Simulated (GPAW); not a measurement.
The system is MgS.

```
S Mg
1.0
     0.00000    2.83312    2.83312
     2.83312    0.00000    2.83312
     2.83312    2.83312    0.00000
S Mg
1 1
Direct
  0.25000 0.25000 0.25000
  0.00000 0.00000 0.00000
```

The cell comes from a database or a generator and needn't be the stable form of this composition.

* Program: GPAW 26.7.0
* Task: single point
* Functional: PBEsol
* Potentials or basis: PAW data sets generated in the run's folder for this functional
* Cutoff: 800 eV
* Basis: pw
* k mesh: 8 × 8 × 8
* Occupations: fermi-dirac, width 0.05 eV
* Spin: no spin polarisation

On this cell: pressure -0.4 GPa; largest force zero by symmetry; band gap on the k mesh 3.28 eV, direct.

The same run follows on a disturbed copy (atoms moved at random, drawn with an rms of 0.05 Å):

```
CELL_PARAMETERS angstrom
0.00000 2.83312 2.83312
2.83312 0.00000 2.83312
2.83312 2.83312 0.00000
ATOMIC_POSITIONS crystal
S 0.25779 0.24666 0.25028
Mg 0.98714 0.01107 0.00340
```

Q: What changes?

A: The energy moves by +7.7 meV/atom; pressure -0.2 GPa; largest force 0.441 eV/Å; band gap on the k mesh 3.20 eV, direct.

Forces in eV/Å, atoms in the order of the input:
```
S    0.294 -0.294 -0.147
Mg  -0.294  0.294  0.147
```

Stress tensor (GPa, compression positive):
```
-0.27 -0.52 -1.12
-0.52 -0.27  1.12
-1.12  1.12 -0.19
```

A k mesh can miss the band edges.
